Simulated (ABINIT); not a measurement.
Sb:

```
Sb
1.0
     2.15420    1.24373    3.75800
    -2.15420    1.24373    3.75800
     0.00000   -2.48746    3.75800
Sb
2
Direct
  0.76651 0.76651 0.76651
  0.23349 0.23349 0.23349
```

Base run:

- Program: ABINIT 10.8.3 (patched build)
- Functional: PBE
- Potentials or basis: PseudoDojo NC SR PBE v0.4.1 standard
- Cutoff: 1088 eV
- k mesh: 6 × 6 × 6
- Occupations: fermi-dirac, width 0.05 eV
- Spin: no spin polarisation

Its results: band gap on the k mesh none (metal or under the smearing width); pressure 2.7 GPa; largest force 0.094 eV/Å.

Task: The run is repeated on the same cell with these changes: functional from PBE to PBEsol; potentials or basis from PseudoDojo NC SR PBE v0.4.1 standard to PseudoDojo NC SR PBEsol v0.4.1 standard; cutoff from 1088 eV to 980 eV. What comes out?

Result: Band gap on the k mesh none (metal or under the smearing width); pressure -1.3 GPa; largest force 0.037 eV/Å.
